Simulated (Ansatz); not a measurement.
# Ni (Fm-3m) in Ansatz: notebook

The runs below take Ni through relaxation of cell and atoms, with PBE+D3(BJ), PBE+D4.

All numbers are computed with Ansatz 0.2.0; they aren't measurements. Logs are shortened: lines on timing, memory, paths and dates and some standing lists are left out, and cuts for length are marked.

## Step 1: The crystal as given

Symmetry: Fm-3m, No. 225, cubic system. Conventional cell: a = 3.475 Å, b = 3.475 Å, c = 3.475 Å, α = 90.00°, β = 90.00°, γ = 90.00°. Ni (site symmetry m-3m) has 12 Ni at 2.46 Å as nearest neighbours.

## Step 2: Relaxation of cell and atoms, PBE+D3(BJ), collinear spin, ferromagnetic start

Contents of input.yaml:

```yaml
crystal:
  lattice:
    - [0.0, 1.737572933, 1.737572933]
    - [1.737572933, 0.0, 1.737572933]
    - [1.737572933, 1.737572933, 0.0]
  atoms:
    - { symbol: Ni, position: [0.0, 0.0, 0.0], spin: 1.0 }
hamiltonian:
  xc: pbe
  pseudopotentials: { kind: paw }
  dispersion: d3bj
magnetization:
  spin_polarized: true
kpoints:
  mp_grid: { grid: [13, 13, 13] }
scf:
  occupations: { method: fermi_dirac, width: 0.05 }
output:
  forces: true
  stress: true
relax:
  f_tol: 0.01
  max_steps: 40
  cell: { stress_tol: 0.05 }
```

Potentials or basis: Ansatz PAW.

Run with:

```sh
$ ansatz run input.yaml --threads 2 --pin off --max-ram 5632MiB --backend cpu --events-out ev --progress --plain --runs-dir out
```

Log:

```text
Warning: RAYON_NUM_THREADS=2 ignored (pool sized by the plan → 2); use --threads N
Engine: ansatz 0.2.0, x86_64-unknown-linux-gnu
Pseudopotentials: kind: paw
Pseudopotential: Ni, paw, valence charge 18, recommended cutoff 420 eV (normal), Ni.paw.azcp
Functional definition: PBE
  parameter kappa = 0.804
  parameter beta = 0.06672455060314922
  exchange = pbe_x(kappa = kappa, mu = beta*pi^2/3)
  correlation = pbe_c(beta = beta)
Crystal: 1 atoms, lattice volume = 10.492 Å³
Basis set: ecut = 420 eV, 181 PW (Γ), exchange–correlation on 36×36×36 points (8 copies of the dense FFT grid, shifted against one another)
Bands: 14, of which v1, the nominal top of the filled ones, is band 9 counted from 1 (8 counted from 0)
Symmetry: 48 space group operations
Space group: Fm-3m (ITA 225), of the structure as read, at distance tolerance 2.2e-5 Å
Magnetic group: BNS 225.116 (UNI 1618), of the structure as read, at distance tolerance 2.2e-5 Å
k-points: 84 of 2197
Non-local potential: Ni, projectors of the file, l = 0: 3, l = 1: 2, l = 2: 3, l = 3: 1
PAW form: soft (Blöchl's): semilocal exchange-correlation on the pseudo side does not see the compensation charge
PAW one-centre angular grid: Ni, 590 points (default); XC on 64 Gauss nodes
Initial density: superposition of atomic densities (chi_scale 0.1, normalization cell)
Starting moments: Σ|m| = 1 μB on 1 of 1 site
Initial wavefunctions: pseudopotential atomic-orbital guess
Functional: x = pbe(κ = 0.804, μ = 0.2195149727645171), c = pbe(β = 0.06672455060314922)
SCF iter   1: F=—  HF=-5839.470266 eV  |F-HF|=—  |Δ(HF+E_count)|=         —  Δρ=7.75e-2 (↑3.80e-2 ↓7.75e-2)  dr2=8.33e-1  dr2_m=4.00e-2  M=0.937 μB ∫|m|=0.995 μB  β_m=0.30  ethr=3.10e-3  ⟨swp⟩=5.7  Hψ=12432  notcnv=0
Mixer restart at iter 1: flushing history
preconditioner: auto → none  [metal: Δε(μ)=0.019 eV  Ē_g=16.359 eV  σ=0.050 eV  W_gap=0.10  n_scr=0 (ndim 8)  ℏωp=36.3 eV  f_vac=0.000  D(μ)=1.66/eV (n_scr^D=26)]
SCF iter   2: F=—  HF=-5839.275350 eV  |F-HF|=—  |Δ(HF+E_count)|=   1.95e-1  Δρ=4.20e-2 (↑4.20e-2 ↓3.96e-2)  dr2=3.06e-1  dr2_m=6.79e-3  M=0.842 μB ∫|m|=0.915 μB  β_m=0.25  ethr=3.10e-3  ⟨swp⟩=2.7  Hψ=5114  notcnv=0  defer=52
SCF iter   3: F=—  HF=-5839.457081 eV  |F-HF|=—  |Δ(HF+E_count)|=   1.82e-1  Δρ=1.64e-2 (↑1.52e-2 ↓1.64e-2)  dr2=2.67e-2  dr2_m=5.28e-3  M=0.838 μB ∫|m|=0.915 μB  β_m=0.57  ethr=1.70e-3  ⟨swp⟩=2.5  Hψ=4048  notcnv=0  defer=52
SCF iter   4: F=—  HF=-5840.059882 eV  |F-HF|=—  |Δ(HF+E_count)|=         —  Δρ=4.89e-2 (↑1.16e-2 ↓4.89e-2)  dr2=1.04e-1  dr2_m=7.94e-2  M=0.651 μB ∫|m|=0.735 μB  β_m=0.57  ethr=1.48e-4  ⟨swp⟩=2.7  Hψ=4544  notcnv=0  defer=52
Mixer restart at iter 4: flushing history
SCF iter   5: F=—  HF=-5840.211896 eV  |F-HF|=—  |Δ(HF+E_count)|=   1.52e-1  Δρ=3.32e-2 (↑3.32e-2 ↓1.15e-2)  dr2=9.90e-2  dr2_m=1.37e-2  M=0.655 μB ∫|m|=0.742 μB  β_m=0.51  ethr=1.48e-4  ⟨swp⟩=3.0  Hψ=5754  notcnv=0  defer=63
SCF iter   6: F=—  HF=-5840.188120 eV  |F-HF|=—  |Δ(HF+E_count)|=   2.38e-2  Δρ=3.22e-2 (↑9.91e-3 ↓3.22e-2)  dr2=9.94e-2  dr2_m=1.40e-2  M=0.633 μB ∫|m|=0.716 μB  β_m=0.47  ethr=1.48e-4  ⟨swp⟩=2.6  Hψ=5603  notcnv=0  defer=68
SCF iter   7: F=—  HF=-5840.200460 eV  |F-HF|=—  |Δ(HF+E_count)|=   1.23e-2  Δρ=7.91e-3 (↑3.31e-3 ↓7.91e-3)  dr2=7.61e-3  dr2_m=5.62e-4  M=0.630 μB ∫|m|=0.714 μB  β_m=0.69  ethr=1.48e-4  ⟨swp⟩=2.5  Hψ=4539  notcnv=0  defer=73
SCF iter   8: F=—  HF=-5840.201158 eV  |F-HF|=—  |Δ(HF+E_count)|=   6.98e-4  Δρ=9.72e-4 (↑2.37e-4 ↓9.72e-4)  dr2=8.85e-5  dr2_m=1.40e-5  M=0.630 μB ∫|m|=0.713 μB  β_m=0.84  ethr=4.23e-5  ⟨swp⟩=2.4  Hψ=3851  notcnv=0  defer=73
SCF iter   9: F=—  HF=-5840.201178 eV  |F-HF|=—  |Δ(HF+E_count)|=   2.01e-5  Δρ=7.62e-5 (↑7.62e-5 ↓2.16e-5)  dr2=2.37e-7  dr2_m=1.67e-7  M=0.630 μB ∫|m|=0.713 μB  β_m=0.92  ethr=4.92e-7  ⟨swp⟩=2.4  Hψ=3486  notcnv=0  defer=73
SCF iter  10: F=—  HF=-5840.201178 eV  |F-HF|=—  |Δ(HF+E_count)|=   5.78e-9  Δρ=5.17e-6 (↑5.17e-6 ↓2.39e-6)  dr2=2.04e-9  dr2_m=8.38e-10  M=0.630 μB ∫|m|=0.713 μB  β_m=0.91  ethr=1.32e-9  ⟨swp⟩=2.0  Hψ=3356  notcnv=0  defer=73
SCF iter  11: F=-5840.201178 eV  HF=-5840.201178 eV  |F-HF|=7.22e-10  |Δ(HF+E_count)|=  9.37e-10  Δρ=2.45e-6 (↑2.45e-6 ↓1.56e-6)  dr2=9.72e-10  dr2_m=3.07e-11  M=0.630 μB ∫|m|=0.713 μB  ethr=1.13e-11  ⟨swp⟩=1.8  Hψ=6591  notcnv=0
SCF 1 converged in 11 iterations: F = -5840.201178 eV  dr2 = 9.72e-10
relax step   1: F+E_penalty+E_count = -5840.20117805 eV  Δ(F+E_penalty+E_count) = +0.000e0 eV  max|allowed force component| = 0.000e0 eV/Å  Δτ_max = 0.0000 Å  P = +0.549 GPa  Ω = 10.492 Å³  (11 SCF iters, dr2 threshold 1.00e-7 eV, accepted)
Crystal: 1 atoms, lattice volume = 10.504 Å³
Initial density: handed on by an earlier stage of this run
[... 19 lines left out ...]
SCF iter   4: F=—  HF=-5840.201211 eV  |F-HF|=—  |Δ(HF+E_count)|=   1.38e-6  Δρ=3.39e-5 (↑1.50e-5 ↓3.39e-5)  dr2=1.38e-7  dr2_m=1.27e-8  M=0.630 μB ∫|m|=0.713 μB  β_m=0.73  ethr=3.63e-10  ⟨swp⟩=2.0  Hψ=3900  notcnv=0
SCF iter   5: F=—  HF=-5840.201212 eV  |F-HF|=—  |Δ(HF+E_count)|=   6.14e-7  Δρ=4.22e-5 (↑2.33e-5 ↓4.22e-5)  dr2=2.59e-7  dr2_m=1.02e-8  M=0.630 μB ∫|m|=0.713 μB  β_m=0.87  ethr=3.63e-10  ⟨swp⟩=1.2  Hψ=2537  notcnv=0
SCF iter   6: F=—  HF=-5840.201212 eV  |F-HF|=—  |Δ(HF+E_count)|=   5.11e-7  Δρ=6.94e-6 (↑6.94e-6 ↓5.87e-6)  dr2=9.70e-9  dr2_m=5.21e-11  M=0.630 μB ∫|m|=0.713 μB  β_m=0.93  ethr=3.63e-10  ⟨swp⟩=2.0  Hψ=3948  notcnv=0
SCF iter   7: F=-5840.201212 eV  HF=-5840.201212 eV  |F-HF|=1.88e-8  |Δ(HF+E_count)|=   7.95e-9  Δρ=1.18e-5 (↑7.71e-6 ↓1.18e-5)  dr2=2.34e-8  dr2_m=4.59e-10  M=0.630 μB ∫|m|=0.713 μB  ethr=5.39e-11  ⟨swp⟩=1.9  Hψ=6261  notcnv=0
SCF 3 converged in 7 iterations: F = -5840.201212 eV  dr2 = 2.34e-8
relax step   3: F+E_penalty+E_count = -5840.20121226 eV  Δ(F+E_penalty+E_count) = -6.766e-6 eV  max|allowed force component| = 0.000e0 eV/Å  Δτ_max = 0.0000 Å  P = +0.000 GPa  Ω = 10.518 Å³  energy of the carried Pulay correction = -1.045e-5 eV  (7 SCF iters, dr2 threshold 1.00e-7 eV, accepted)
Initial wavefunctions: pseudopotential atomic-orbital guess (no wavefunctions were taken with the density)
iter 1 solved again at ethr=1.41e-7 eV; its pass at ethr=3.10e-3 eV (dr2=2.54e-5 eV) is discarded
SCF iter   1: F=—  HF=-5840.201227 eV  |F-HF|=—  |Δ(HF+E_count)|=         —  Δρ=9.89e-6 (↑6.55e-6 ↓9.89e-6)  dr2=1.76e-8  dr2_m=3.01e-10  M=0.630 μB ∫|m|=0.713 μB  β_m=0.65  ethr=1.41e-7  ⟨swp⟩=2.5  Hψ=17639  notcnv=0
preconditioner: auto → none  [metal: Δε(μ)=0.015 eV  Ē_g=17.163 eV  σ=0.050 eV  W_gap=0.08  n_scr=0 (ndim 8)  ℏωp=36.2 eV  f_vac=0.000  D(μ)=1.52/eV (n_scr^D=26)]
SCF iter   2: F=—  HF=-5840.201225 eV  |F-HF|=—  |Δ(HF+E_count)|=   1.56e-6  Δρ=6.54e-6 (↑6.54e-6 ↓6.25e-6)  dr2=8.22e-9  dr2_m=6.78e-12  M=0.630 μB ∫|m|=0.713 μB  β_m=0.40  ethr=9.79e-11  ⟨swp⟩=2.2  Hψ=3916  notcnv=0
SCF iter   3: F=—  HF=-5840.201225 eV  |F-HF|=—  |Δ(HF+E_count)|=   2.77e-9  Δρ=4.23e-6 (↑3.17e-6 ↓4.23e-6)  dr2=3.31e-9  dr2_m=3.18e-11  M=0.630 μB ∫|m|=0.713 μB  β_m=0.38  ethr=4.57e-11  ⟨swp⟩=2.5  Hψ=3649  notcnv=0
SCF iter   4: F=—  HF=-5840.201225 eV  |F-HF|=—  |Δ(HF+E_count)|=  7.64e-10  Δρ=1.66e-6 (↑1.26e-6 ↓1.66e-6)  dr2=5.09e-10  dr2_m=5.11e-12  M=0.630 μB ∫|m|=0.713 μB  β_m=0.64  ethr=1.84e-11  ⟨swp⟩=1.0  Hψ=2352  notcnv=0
SCF iter   5: F=—  HF=-5840.201225 eV  |F-HF|=—  |Δ(HF+E_count)|=  1.24e-10  Δρ=2.73e-7 (↑2.73e-7 ↓2.44e-7)  dr2=1.50e-11  dr2_m=8.40e-14  M=0.630 μB ∫|m|=0.713 μB  β_m=0.82  ethr=2.83e-12  ⟨swp⟩=1.0  Hψ=2363  notcnv=0
SCF iter   6: F=—  HF=-5840.201225 eV  |F-HF|=—  |Δ(HF+E_count)|=  1.82e-12  Δρ=3.29e-8 (↑2.76e-8 ↓3.29e-8)  dr2=1.21e-14  dr2_m=7.52e-14  M=0.630 μB ∫|m|=0.713 μB  β_m=0.91  ethr=1.00e-12  ⟨swp⟩=1.0  Hψ=2352  notcnv=0
SCF iter   7: F=-5840.201225 eV  HF=-5840.201225 eV  |F-HF|=9.09e-13  |Δ(HF+E_count)|=  9.09e-13  Δρ=6.95e-8 (↑3.42e-8 ↓6.95e-8)  dr2=6.77e-13  dr2_m=3.24e-14  M=0.630 μB ∫|m|=0.713 μB  ethr=1.00e-12  ⟨swp⟩=3.1  Hψ=8194  notcnv=0
SCF 4 converged in 7 iterations: F = -5840.201225 eV  dr2 = 6.77e-13
relax step   4: F+E_penalty+E_count = -5840.20122498 eV  Δ(F+E_penalty+E_count) = -1.272e-5 eV  max|allowed force component| = 0.000e0 eV/Å  Δτ_max = 0.0000 Å  P = -0.004 GPa  Ω = 10.518 Å³  stress off target by 4.08e-3 GPa  SCF on the basis re-selected at this cell (its energy is not comparable with the rows above)  (7 SCF iters)
basis re-selected at this cell: Δ(F+E_penalty+E_count) = -1.272e-5 eV, ΔP = -0.004 GPa vs the last step (what re-selecting the basis moved, of the pressure what is left beyond the Pulay correction that the steps carried, after the strain that the cell walked since its last selection, with what the two solves' SCF thresholds leave and, on support functions, any second-order correction that the steps lacked; it is no measure of the basis error at this ecutwfc). This SCF's stress stands 4.08e-3 GPa from its target on what of the cell is left free (relax.cell.stress_tol is 5.00e-2 GPa) and its largest allowed force component is 0.00e0 eV/Å (relax.f_tol is 1.00e-2 eV/Å): within both
SCF converged after 7 iterations
Magnetization: 0.6297 μB (9.3149 up, 8.6851 down)
Absolute magnetization: 0.7141 μB (∫|ρ↑−ρ↓|, with the PAW one-centre terms)
Spin contamination: 0.0063 ħ² per cell (⟨S²⟩ above its minimum at these occupations)
Per-site moments (μB) at R_I (Å): [(0.6659547030178724, 1.0144791856293263)]
Free energy (F): -5840.201225 eV
Harris-Foulkes:  -5840.201225 eV  (|F-HF|=9.09e-13)
Internal energy: -5840.188642 eV  (E = F + TS)
E sigma→0 (E₀):  -5840.194933 eV
Entropy (-TS):   -0.012583 eV (-12.583 meV/atom)
Fermi energy:    18.976517 eV
--- Per-component energies (eV) ---
  E_band       = -271.531543
  E_kinetic    = 282.796883
  E_local      = -3380.991588  (includes V_loc(G=0)·N_el)
  E_nonlocal   = 635.189565
  E_hartree    = 1412.837304
  E_xc         = -85.157280
  E_vxc        = -109.835493  (∫ρ·V_xc dr)
  E_paw        = -1629.287261  (= ΣΔE_a)
  E_vpaw       = -524.366137  (= ΣTr[D̂ρ^β])
  E_aug_tail   = 0.000556  (compensation charges beyond the density's cutoff)
  E_ewald      = -3075.097597
  E_disp       = -0.479224  (pairwise vdW)
  E_smearing   = -0.012583  (= −TS)
  E_closure    = 0.000000  (closes the sum)
  Σ components = -5840.201225   (vs F -5840.201225, Δ=0.00e0)
--- Forces (eV/Å), atoms counted from 1 ---
  atom   1  Ni    -0.00000000    -0.00000000     0.00000000
  max |Σ_I F_I| component: 2.88e-32 eV/Å
--- Stress (GPa, compression-positive) ---
       -0.004078      -0.000000      -0.000000
       -0.000000      -0.004078      -0.000000
       -0.000000      -0.000000      -0.004078
  P = ⅓ Tr σ = -0.0041 GPa (-0.041 kbar)
--- Relaxed structure (3 steps of the walk, 3 accepted, 1 SCFs on fresh bases) ---
  F+E_penalty+E_count = -5840.20122498 eV   max|allowed force component| = 0.000e0 eV/Å   (the final SCF, on the basis selected at the relaxed cell)
  cell:  # Å, volume = 10.5182 Å³
    - [3.749875355459099e-34, 1.739018452196613, 1.739018452196613]
    - [1.739018452196613, 8.224248921845538e-34, 1.739018452196613]
    - [1.739018452196613, 1.739018452196613, 2.85022373090097e-34]
  atoms:
    - { symbol: Ni, position: [0.0, 0.0, 0.0] }
```

Run time: 5.7 s. Hardware: 2 threads of Intel Xeon Platinum 8259CL at 2.50GHz (Skylake/Cascade Lake), shared host; peak memory 0.35 GiB.

What came out:

| Property | Result |
| --- | --- |
| Free energy | -5840.2012 eV |
| Relaxed volume | 10.52 Å³/atom |
| Relaxed cell | a = 2.459 Å, b = 2.459 Å, c = 2.459 Å, α = 60.00°, β = 60.00°, γ = 60.00° |
| Space group after relaxing (to 0.05 Å) | Fm-3m (No. 225) |
| Energy gained by relaxing | 0.0 meV/atom |
| Ionic steps | 4 |
| Pressure after relaxing | 0.0 GPa |
| Net moment | 0.63 μB per cell |
| Absolute moment | 0.71 μB per cell |
| Site moments | Ni +0.67 μB |

Final structure:
```cif
data_structure
_symmetry_space_group_name_H-M 'P 1'
_symmetry_Int_Tables_number 1
_cell_length_a 2.4593
_cell_length_b 2.4593
_cell_length_c 2.4593
_cell_angle_alpha 60.000
_cell_angle_beta 60.000
_cell_angle_gamma 60.000
_cell_volume 10.52
loop_
_atom_site_label
_atom_site_type_symbol
_atom_site_fract_x
_atom_site_fract_y
_atom_site_fract_z
_atom_site_occupancy
Ni1 Ni 0.00000 0.00000 0.00000 1
```

Caveat: the plane-wave basis is chosen anew once the cell has moved, so the energies of steps on either side of that aren't comparable.

## Step 3: Relaxation of cell and atoms, PBE+D4, collinear spin, ferromagnetic start

Edit input.yaml of step 2 so:

```diff
@@ -10,3 +10,3 @@
   pseudopotentials: { kind: paw }
-  dispersion: d3bj
+  dispersion: d4
 magnetization:
@@ -20,2 +20,6 @@
   stress: true
+  write_density: true
+  write_potential: true
+  elf: true
+  volumetric_format: npy
 relax:
```

Potentials or basis: Ansatz PAW.

Run with:

```sh
$ ansatz run input.yaml --threads 2 --pin off --max-ram 5632MiB --backend cpu --events-out ev --progress --plain --runs-dir out
```

Wall time 7.4 s (2 threads of Intel Xeon Platinum 8259CL at 2.50GHz (Skylake/Cascade Lake), shared host); peak memory 0.35 GiB.

The run converged. Its results:

```yaml
Free_energy: -5840.1915 eV
Relaxed_volume: 10.56 Å³/atom
Relaxed_cell: a = 2.463 Å, b = 2.463 Å, c = 2.463 Å, α = 60.00°, β = 60.00°, γ = 60.00°
Space_group_after_relaxing_to_0.05_Å: Fm-3m (No. 225)
Energy_gained_by_relaxing: 0.3 meV/atom
Ionic_steps: 4
Pressure_after_relaxing: 0.0 GPa
Band_gap_on_the_k_mesh: none (metal or under the smearing width)
Net_moment: 0.63 μB per cell
Absolute_moment: 0.71 μB per cell
Site_moments: Ni +0.67 μB
```

Step by step:
```csv
step,energy change (eV),largest force (eV/Å),volume (Å³)
1,0.0000,0.0000,10.49
2,-0.0002,0.0000,10.52
3,-0.0003,0.0000,10.56
4,-0.0003,0.0000,10.56
```

Final structure:
```xyz
1
Lattice="0.0000 1.7413 1.7413 1.7413 0.0000 1.7413 1.7413 1.7413 0.0000" Properties=species:S:1:pos:R:3 pbc="T T T"
Ni    0.0000    0.0000    0.0000
```

Levels at points of the mesh, in eV from the Fermi level:
Spin up:
```tsv
k point	band 6	band 7	band 8	band 9	band 10	band 11	band 12	band 13
(0.00, 0.00, 0.00)	-2.55	-2.55	-2.55	-1.30	-1.30	23.72	27.93	27.93
```
Spin down:
| k point | band 6 | band 7 | band 8 | band 9 | band 10 | band 11 | band 12 | band 13 |
| --- | --- | --- | --- | --- | --- | --- | --- | --- |
| (0.00, 0.00, 0.00) | -1.78 | -1.78 | -1.78 | -0.71 | -0.71 | 23.57 | 27.91 | 27.91 |

Caveat: the plane-wave basis is chosen anew once the cell has moved, so the energies of steps on either side of that aren't comparable; pairwise dispersion overbinds metals, which lowers pressure and volume.
